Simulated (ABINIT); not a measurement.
Ti2C:

```
Ti C
1.0
     1.54070    0.88952    4.81377
    -1.54070    0.88952    4.81377
     0.00000   -1.77905    4.81377
Ti C
2 1
Direct
  0.75450 0.75450 0.75450
  0.24550 0.24550 0.24550
  0.50000 0.50000 0.50000
```

The cell comes from a database or a generator and needn't be the stable form of this composition.

Base run:

* Program: ABINIT 10.8.3 (patched build)
* Functional: PBEsol
* Potentials or basis: PseudoDojo NC SR PBEsol v0.4.1 standard
* Cutoff: 1143 eV
* k mesh: 10 × 10 × 10
* Occupations: fermi-dirac, width 0.05 eV
* Spin: no spin polarisation

Its results: band gap on the k mesh none (metal or under the smearing width); pressure -4.5 GPa; largest force 0.173 eV/Å.

Task: The run is repeated on the same cell with these changes: functional from PBEsol to LDA; potentials or basis from PseudoDojo NC SR PBEsol v0.4.1 standard to JTH PAW LDA v2.0; cutoff from 1143 eV to 517 eV. What comes out?

Result: Band gap on the k mesh none (metal or under the smearing width); pressure -8.7 GPa; largest force 0.341 eV/Å.

Not every run made on this cell is shown here.
